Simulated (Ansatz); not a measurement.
Input and command of a plane-wave DFT calculation in Ansatz:

```yaml
crystal:
  lattice:
    - [0.0, 3.7776526849, 3.7776526849]
    - [3.7776526849, 0.0, 3.7776526849]
    - [3.7776526849, 3.7776526849, 0.0]
  atoms:
    - { symbol: Sc, position: [0.5, 0.5, 0.5] }
    - { symbol: Sc, position: [0.75, 0.75, 0.75] }
    - { symbol: Al, position: [0.125, 0.125, 0.125] }
    - { symbol: Al, position: [0.625, 0.125, 0.125] }
    - { symbol: Al, position: [0.125, 0.625, 0.125] }
    - { symbol: Al, position: [0.125, 0.125, 0.625] }
basis:
  ecutwfc: 420
kpoints:
  mp_grid: { grid: [8, 8, 8] }
hamiltonian:
  xc: lda
scf:
  occupations: { method: gaussian, width: 0.1 }
output:
  forces: true
  stress: true
  eigenvalues: true
```

```bash
ansatz run input.yaml --threads 1 --pin off --max-ram 2560MiB --backend cpu --events-out ev --progress --plain --runs-dir out
```

Processor: Intel(R) Xeon(R) Processor @ 2.70GHz, 1 thread, on a host shared with other jobs.

Task: Estimate time, memory and problem size.

Result: About 3.8 s on 1 thread of Intel(R) Xeon(R) Processor @ 2.70GHz (shared host), peak memory 0.39 GiB. It solves 23 bands at 29 k points (the mesh reduced by the symmetry that the task leaves, which can be less than the crystal's) with about 2085 plane waves, in 6 SCF iterations.
